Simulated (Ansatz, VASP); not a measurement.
**BAs: VASP beside Ansatz**

```
CELL_PARAMETERS angstrom
0.00000 2.38386 2.38386
2.38386 0.00000 2.38386
2.38386 2.38386 0.00000
ATOMIC_POSITIONS crystal
B 0.00000 0.00000 0.00000
As 0.25000 0.25000 0.25000
```

The cell was built by a generator and needn't be a form met in nature.

Alike in both runs: functional PBEsol; k mesh 10 × 10 × 10; occupations gaussian, width 0.02 eV; no spin polarisation.

Ansatz relaxed the structure, and its values are those at the end. VASP's run is a single point on that final structure, the one shown.

|  | VASP | Ansatz |
| --- | --- | --- |
| version | VASP 6.6.1 | Ansatz 0.2.0 |
| potentials or method | VASP PAW PBE potentials, release 64 (B, As) | scalar-relativistic, plane waves, PAW |
| plane-wave cutoff (eV) | 520 | 420 |
| valence electrons in the cell | 8 | 18 |

```tsv
	VASP	Ansatz	Ansatz less VASP
gap on the k mesh at the Fermi level (eV)	1.07	1.08	+0.010
least direct gap on the mesh (eV)	3.25	3.25	+0.003
pressure (GPa)	0.9	0.0	-0.89
```

The two sets of potentials don't hold the same shells in valence. Ansatz warned: «pseudo_functional_mismatch».

Caveats: the PAW data sets were made with another functional, which shifts forces and pressure a little (VASP). A k mesh can miss the band edges.
